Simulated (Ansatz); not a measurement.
System: InSe (GaSe type monolayer).

The cell holds 4 atoms: 2 In and 2 Se. Its edges and angles: a = 4.029 Å, b = 4.029 Å, c = 34.000 Å, α = 90.0°, β = 90.0°, γ = 120.0°. Vacuum lies along c.

```xyz
4
Lattice="4.0286 0.0000 0.0000 -2.0143 3.4888 0.0000 0.0000 0.0000 34.0000" Properties=species:S:1:pos:R:3
In    0.0000    2.3259   18.3974
In    0.0000    2.3259   15.6026
Se    2.0143    1.1629   19.6916
Se    2.0143    1.1629   14.3084
```

The structure was relaxed with PBE-D3(BJ). The runs that relaxed it are not among those shown.

Gaps computed with Ansatz 0.2.0 without a self-energy: PBE 1.62 eV and HSE06 2.42 eV.

Question: What gap should G0W0 on PBE give (6×6×1 mesh, 704 empty bands, screening to 75 eV, PAW set soft_1 files)?

About 2.82 eV: on its mesh the run moves the gap from 1.62 eV by +1.20 eV. Among the scalar-relativistic levels given, HSE06 is nearest (−0.40 eV). Bands and cutoff are finite, so the gap is not at the basis limit. The miss can reach some tenths of an eV and take either sign; the mesh is an error of its own. The mesh in the plane is coarse for a sheet; gap and any exciton binding can still move on denser ones. The many-body steps are scalar-relativistic: spin-orbit coupling is not in them.

[Paths, hosts, dates, memory and timing lines, banners, echoed tables and standing remarks are left out of the program output.]

[Logs are printed without paths, hosts, clocks, repeated set-up lines and the standing remarks that a program may print on its own settings, such as how far it seeks lower states.]

[Runs of the session that timed out or met a known fault of the program may be left out.]

[Cells called generated may have been cut or substituted from an entry of the Crystallography Open Database or the Materials Project.]

[Hosts, paths, dates, database ids (printed as entryN), source tags and the programs' standing remarks are cut or masked in the printed files.]
